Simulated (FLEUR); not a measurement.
Input of a FLEUR MaX-R8.1 (later development tree) run:

Contents of inp.xml:

```xml
<?xml version="1.0" encoding="UTF-8" standalone="no"?>
<fleurInput fleurInputVersion="0.39">
   <comment>
      Rh                                                                                                  
   </comment>
   <calculationSetup>
      <cutoffs Kmax="4.17" Gmax="12.9" GmaxXC="12.9" numbands="all"/>
      <scfLoop itmax="60" minDistance="0.00001" maxIterBroyd="15" imix="Anderson" alpha="0.05" precondParam="0.0" spinf="2.0" sdNocoIR="T"/>
      <coreElectrons ctail="T" frcor="F" kcrel="0" coretail_lmax="0"/>
      <xcFunctional name="PBEs" relativisticCorrections="F"/>
      <magnetism jspins="1"/>
      <soc l_soc="T" theta="0.0" phi="0.0" spav="F"/>
      <expertModes spex="0" secvar="F"/>
      <geometryOptimization l_f="F" forcealpha="1.0" forcemix="BFGS" epsdisp="0.00001" epsforce="0.00001"/>
      <ldaU l_linMix="F" mixParam="0.05" spinf="1.0"/>
   </calculationSetup>
   <cell>
      <bzIntegration valenceElectrons="17.0" mode="hist" fermiSmearingEnergy="0.00183747">
         <kPointListSelection listName="default-1"/>
         <!-- k-points included here -->
         <xi:include xmlns:xi="http://www.w3.org/2001/XInclude" href="kpts.xml"> </xi:include>
      </bzIntegration>
      <!-- symmetry operations included here -->
      <xi:include xmlns:xi="http://www.w3.org/2001/XInclude" href="sym.xml"> </xi:include>
      <bulkLattice scale="1.0">
         <bravaisMatrix>
            <row-1>    0.0000000000000000     3.5864167255721098     3.5864167255721098</row-1>
            <row-2>    3.5864167255721098     0.0000000000000000     3.5864167255721098</row-2>
            <row-3>    3.5864167255721098     3.5864167255721098     0.0000000000000000</row-3>
         </bravaisMatrix>
      </bulkLattice>
   </cell>
   <atomSpecies>
      <species name="Rhodium (Rh)" element="Rh" atomicNumber="45">
         <mtSphere radius="2.35" gridPoints="777" logIncrement="0.016"/>
         <atomicCutoffs lmax="9" lnonsphr="7"/>
         <electronConfig flipSpins="F">
            <coreConfig>(1s1/2) (2s1/2) (2p1/2) (2p3/2) (3s1/2) (3p1/2) (3p3/2) (3d3/2) (3d5/2)</coreConfig>
            <valenceConfig>(4s1/2) (4p1/2) (4p3/2) (5s1/2) (4d3/2) (4d5/2)</valenceConfig>
            <stateOccupation state="(5s1/2)" spinUp="0.500000" spinDown="0.500000"/>
            <stateOccupation state="(4d3/2)" spinUp="1.600000" spinDown="1.600000"/>
            <stateOccupation state="(4d5/2)" spinUp="2.400000" spinDown="2.400000"/>
         </electronConfig>
         <energyParameters s="5" p="5" d="4" f="4"/>
         <lo type="SCLO" l="0" n="4" eDeriv="0"/>
         <lo type="SCLO" l="1" n="4" eDeriv="0"/>
         <lo type="SCLO" l="1" n="4" eDeriv="1"/>
         <lo type="SCLO" l="2" n="4" eDeriv="2"/>
         <lo type="SCLO" l="3" n="4" eDeriv="2"/>
      </species>
   </atomSpecies>
   <atomGroups>
      <atomGroup species="Rhodium (Rh)">
         <relPos label="                   1">.0000000000 .0000000000 .0000000000</relPos>
         <force calculate="T" relaxXYZ="TTT"/>
      </atomGroup>
   </atomGroups>
   <output dos="F" band="F" slice="F">
      <checks vchk="F" cdinf="F"/>
      <bandDOS minEnergy="-.5*Htr" maxEnergy="0.5*Htr" sigma="0.015" storeEVData="T"/>
      <vacuumDOS vacdos="F" integ="F" star="F" nstars="0" locx1="0.0" locy1="0.0" locx2="0.0" locy2="0.0" nstm="0" tworkf="0.0"/>
      <unfoldingBand unfoldBand="F" supercellX="1" supercellY="1" supercellZ="1"/>
      <plotting iplot="0" polar="F">
         <plot TwoD="T" vec1="  1.0  0.0  0.0" vec2="  0.0  1.0  0.0" vec3="  0.0  0.0  1.0" zero="  0.0  0.0  0.0" file="plot"/>
      </plotting>
      <chargeDensitySlicing numkpt="0" minEigenval="0.0" maxEigenval="0.0" nnne="0" pallst="F"/>
      <specialOutput eonly="F"/>
      <moessbauerParams electricFieldGradient="T" isomerShift="T" coreHyperfine="T" valenceHyperfine="T"/>
      <magneticCircularDichroism mcd="F" energyLo="-10.0" energyUp="0.0"/>
   </output>
  <!-- We include the file relax.xml here to enable relaxations (see documentation) -->
  <xi:include xmlns:xi="http://www.w3.org/2001/XInclude" href="relax.xml"> <xi:fallback/> </xi:include>
</fleurInput>
```

The input crystal.txt:

```
Rh
&input cartesian=F /
0.0000000000  1.8978500000  1.8978500000
1.8978500000  0.0000000000  1.8978500000
1.8978500000  1.8978500000  0.0000000000
1.8897261246
1.0 1.0 1.0

1
45 0.0000000000  0.0000000000  0.0000000000

&soc 0.0 0.0 /
&kpt div1=9 div2=9 div3=9 gamma=T /
```

Contents of inp.xml (bands):

```
<?xml version="1.0" encoding="UTF-8" standalone="no"?>
<fleurInput fleurInputVersion="0.39">
   <comment>
      Rh                                                                                                  
   </comment>
   <calculationSetup>
      <cutoffs Kmax="4.17" Gmax="12.9" GmaxXC="12.9" numbands="all"/>
      <scfLoop itmax="60" minDistance="0.00001" maxIterBroyd="15" imix="Anderson" alpha="0.05" precondParam="0.0" spinf="2.0" sdNocoIR="T"/>
      <coreElectrons ctail="T" frcor="F" kcrel="0" coretail_lmax="0"/>
      <xcFunctional name="PBEs" relativisticCorrections="F"/>
      <magnetism jspins="1"/>
      <soc l_soc="T" theta="0.0" phi="0.0" spav="F"/>
      <expertModes spex="0" secvar="F"/>
      <geometryOptimization l_f="F" forcealpha="1.0" forcemix="BFGS" epsdisp="0.00001" epsforce="0.00001"/>
      <ldaU l_linMix="F" mixParam="0.05" spinf="1.0"/>
   </calculationSetup>
   <cell>
      <bzIntegration valenceElectrons="17.0" mode="hist" fermiSmearingEnergy="0.00183747">
         <kPointListSelection listName="path-1"/>
         <!-- k-points included here -->
         <xi:include xmlns:xi="http://www.w3.org/2001/XInclude" href="kpts.xml"> </xi:include>
      </bzIntegration>
      <!-- symmetry operations included here -->
      <xi:include xmlns:xi="http://www.w3.org/2001/XInclude" href="sym.xml"> </xi:include>
      <bulkLattice scale="1.0">
         <bravaisMatrix>
            <row-1>    0.0000000000000000     3.5864167255721098     3.5864167255721098</row-1>
            <row-2>    3.5864167255721098     0.0000000000000000     3.5864167255721098</row-2>
            <row-3>    3.5864167255721098     3.5864167255721098     0.0000000000000000</row-3>
         </bravaisMatrix>
      </bulkLattice>
   </cell>
   <atomSpecies>
      <species name="Rhodium (Rh)" element="Rh" atomicNumber="45">
         <mtSphere radius="2.35" gridPoints="777" logIncrement="0.016"/>
         <atomicCutoffs lmax="9" lnonsphr="7"/>
         <electronConfig flipSpins="F">
            <coreConfig>(1s1/2) (2s1/2) (2p1/2) (2p3/2) (3s1/2) (3p1/2) (3p3/2) (3d3/2) (3d5/2)</coreConfig>
            <valenceConfig>(4s1/2) (4p1/2) (4p3/2) (5s1/2) (4d3/2) (4d5/2)</valenceConfig>
            <stateOccupation state="(5s1/2)" spinUp="0.500000" spinDown="0.500000"/>
            <stateOccupation state="(4d3/2)" spinUp="1.600000" spinDown="1.600000"/>
            <stateOccupation state="(4d5/2)" spinUp="2.400000" spinDown="2.400000"/>
         </electronConfig>
         <energyParameters s="5" p="5" d="4" f="4"/>
         <lo type="SCLO" l="0" n="4" eDeriv="0"/>
         <lo type="SCLO" l="1" n="4" eDeriv="0"/>
         <lo type="SCLO" l="1" n="4" eDeriv="1"/>
         <lo type="SCLO" l="2" n="4" eDeriv="2"/>
         <lo type="SCLO" l="3" n="4" eDeriv="2"/>
      </species>
   </atomSpecies>
   <atomGroups>
      <atomGroup species="Rhodium (Rh)">
         <relPos label="                   1">.0000000000 .0000000000 .0000000000</relPos>
         <force calculate="T" relaxXYZ="TTT"/>
      </atomGroup>
   </atomGroups>
   <output dos="F" band="T" slice="F">
      <checks vchk="F" cdinf="F"/>
      <bandDOS minEnergy="-.5*Htr" maxEnergy="0.5*Htr" sigma="0.015" storeEVData="T"/>
      <vacuumDOS vacdos="F" integ="F" star="F" nstars="0" locx1="0.0" locy1="0.0" locx2="0.0" locy2="0.0" nstm="0" tworkf="0.0"/>
      <unfoldingBand unfoldBand="F" supercellX="1" supercellY="1" supercellZ="1"/>
      <plotting iplot="0" polar="F">
         <plot TwoD="T" vec1="  1.0  0.0  0.0" vec2="  0.0  1.0  0.0" vec3="  0.0  0.0  1.0" zero="  0.0  0.0  0.0" file="plot"/>
      </plotting>
      <chargeDensitySlicing numkpt="0" minEigenval="0.0" maxEigenval="0.0" nnne="0" pallst="F"/>
      <specialOutput eonly="F"/>
      <moessbauerParams electricFieldGradient="T" isomerShift="T" coreHyperfine="T" valenceHyperfine="T"/>
      <magneticCircularDichroism mcd="F" energyLo="-10.0" energyUp="0.0"/>
   </output>
  <!-- We include the file relax.xml here to enable relaxations (see documentation) -->
  <xi:include xmlns:xi="http://www.w3.org/2001/XInclude" href="relax.xml"> <xi:fallback/> </xi:include>
</fleurInput>
```

Potentials or basis: all-electron, FLAPW.

Launch:

```bash
$ inpgen -f crystal.txt -profile fastHighL
$ # inp.xml edited to the form shown
$ fleur_MPI
$ fleur_MPI   # second run, on inp.xml (bands)
```

**Question.** Predict the band gap along the path.

**Answer.** None (metal or under the smearing width).

Levels at the corners of the path, in eV from the Fermi level:
```tsv
point	band 13	band 14	band 15	band 16	band 17	band 18	band 19	band 20
Γ	-3.17	-3.17	-2.91	-2.91	-0.93	-0.93	-0.93	-0.93
X	0.57	0.57	0.95	0.95	1.20	1.20	3.23	3.23
W	-3.79	-3.79	-1.17	-1.17	1.07	1.07	9.46	9.46
K	-2.06	-2.06	-0.65	-0.65	0.45	0.45	7.89	7.89
Γ	-3.17	-3.17	-2.91	-2.91	-0.93	-0.93	-0.93	-0.93
L	-3.01	-3.01	0.56	0.56	0.69	0.69	0.73	0.73
U	-2.06	-2.06	-0.65	-0.65	0.45	0.45	7.89	7.89
W	-3.79	-3.79	-1.17	-1.17	1.07	1.07	9.46	9.46
L	-3.01	-3.01	0.56	0.56	0.69	0.69	0.73	0.73
K	-2.06	-2.06	-0.65	-0.65	0.45	0.45	7.89	7.89
U	-2.06	-2.06	-0.65	-0.65	0.45	0.45	7.89	7.89
X	0.57	0.57	0.95	0.95	1.20	1.20	3.23	3.23
```
